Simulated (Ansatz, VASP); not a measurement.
# One calculation of Cs2I, two programs

```
CELL_PARAMETERS angstrom
0.00000 4.68822 4.68822
4.68822 0.00000 4.68822
4.68822 4.68822 0.00000
ATOMIC_POSITIONS crystal
Cs 0.25000 0.25000 0.25000
Cs 0.75000 0.75000 0.75000
I 0.00000 0.00000 0.00000
```

Alike in both runs: functional PBE; k mesh 4 × 4 × 4; occupations gaussian, width 0.1 eV; no spin polarisation.

Ansatz relaxed the structure, and its values are those at the end. VASP's run is a single point on that final structure, the one shown.

|  | VASP | Ansatz |
| --- | --- | --- |
| version | VASP 6.6.1 | Ansatz 0.2.0 |
| potentials or method | VASP PAW PBE potentials, release 64 (Cs_sv, I) | scalar-relativistic, plane waves, PAW |
| plane-wave cutoff (eV) | 520 | 420 |
| valence electrons in the cell | 25 | 35 |

|  | VASP | Ansatz | Ansatz less VASP |
| --- | --- | --- | --- |
| gap on the k mesh at the Fermi level (eV) | none | none | - |
| pressure (GPa) | 0.2 | 0.2 | -0.01 |

A gap of «none» marks a metal or a gap that the smearing closes. The two sets of potentials don't hold the same shells in valence.

Caveats: an odd number of electrons without spin polarisation forces a metal; a magnetic or distorted state may lie lower. Spin-orbit coupling is left out, which matters for the levels of Cs, I.
